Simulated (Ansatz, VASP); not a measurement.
# BN in VASP and in Ansatz

POSCAR

```
BN
1.0
    0.0000000000      3.4953158300      2.1660912400
    1.2516321000      0.0000000000      2.1660912400
    1.2516321000      3.4953158300      0.0000000000
B N
1 1
Direct
    0.0000486500      0.0000486500      0.9999513500
    0.6666513400      0.6666513400      0.3333486600
```

Contents of INCAR.step1:

```
PREC = Accurate
ENCUT = 600
ISMEAR = 0
SIGMA = 0.02
LREAL = F
LASPH = T
NELM = 100
GGA = PE
ALGO = Normal
EDIFF = 1E-4
LWAVE = T
LCHARG = F
```

File INCAR.step2:

```
PREC = Accurate
ENCUT = 600
EDIFF = 1E-6
ISMEAR = 0
SIGMA = 0.02
LREAL = F
LASPH = T
NELM = 100
ALGO = Normal
ISIF = 3
LWAVE = F
LCHARG = F
METAGGA = R2SCAN
LMIXTAU = T
IBRION = 2
NSW = 100
EDIFFG = -0.005
ISTART = 1
```

The input KPOINTS:

```
regular mesh
0
Gamma
  12 12 12
```

Input for Ansatz:

```yaml
crystal:
  lattice:
    - [0.0, 3.49531583, 2.16609124]
    - [1.2516321, 0.0, 2.16609124]
    - [1.2516321, 3.49531583, 0.0]
  atoms:
    - { symbol: B, position: [4.865e-05, 4.865e-05, 0.99995135] }
    - { symbol: "N", position: [0.66665134, 0.66665134, 0.33334866] }
basis:
  ecutwfc: 500
kpoints:
  mp_grid: { grid: [12, 12, 12] }
hamiltonian:
  xc: r2scan
scf:
  occupations: { method: gaussian, width: 0.02 }
output:
  forces: true
  stress: true
  eigenvalues: true
relax:
  adjacent_minimum: "off"
  f_tol: 0.005
  max_steps: 80
  cell: { stress_tol: 0.05 }
```

Measurements of this composition are mostly on another form, of space group No. 194.

Alike in both runs: task relaxation of cell and atoms; functional r2SCAN; k mesh 12 × 12 × 12; occupations gaussian, width 0.02 eV; no spin polarisation.

|  | VASP | Ansatz |
| --- | --- | --- |
| version | VASP 6.6.1 | Ansatz 0.2.0 |
| potentials or method | VASP PAW PBE potentials, release 64 (B, N) | scalar-relativistic, plane waves, PAW |
| plane-wave cutoff (eV) | 600 | 500 |
| valence electrons in the cell | 8 | 8 |

Ansatz gave:

| Quantity | Value |
| --- | --- |
| gap on the k mesh at the Fermi level, each at its own relaxed structure (eV) | 4.32 |
| relaxed volume (Å³/atom) | 9.43 |
| relaxed cell length with the largest relative difference (Å) | 3.700 |

Question: Estimate VASP's values.

Answer: gap on the k mesh at the Fermi level, each at its own relaxed structure (eV): 4.31; relaxed volume (Å³/atom): 9.37; relaxed cell length with the largest relative difference (Å): 3.676.

Caveats: the PAW data sets were made with another functional, which shifts forces and pressure a little (VASP). r2SCAN opens gaps a little over a GGA but as a rule still falls short of measured ones. A k mesh can miss the band edges.
